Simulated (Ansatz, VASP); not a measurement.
**Si in VASP and in Ansatz**

```
CELL_PARAMETERS angstrom
0.00000 2.70098 2.70098
2.70098 0.00000 2.70098
2.70098 2.70098 0.00000
ATOMIC_POSITIONS crystal
Si 0.75000 0.75000 0.75000
Si 0.50000 0.50000 0.50000
```

Alike in both runs: functional LDA; k mesh 12 × 12 × 12; occupations gaussian, width 0.02 eV; no spin polarisation.

Ansatz relaxed the structure, and its values are those at the end. VASP's run is a single point on that final structure, the one shown.

|  | VASP | Ansatz |
| --- | --- | --- |
| version | VASP 6.6.1 | Ansatz 0.2.0 |
| potentials or method | VASP PAW LDA potentials, release 64 (Si) | scalar-relativistic, plane waves, PAW |
| plane-wave cutoff (eV) | 520 | 420 |
| valence electrons in the cell | 8 | 8 |

|  | VASP | Ansatz | Ansatz less VASP |
| --- | --- | --- | --- |
| gap on the k mesh at the Fermi level (eV) | 0.44 | 0.44 | +0.002 |
| least direct gap on the mesh (eV) | 2.53 | 2.53 | +0.002 |
| pressure (GPa) | 0.0 | 0.0 | -0.04 |
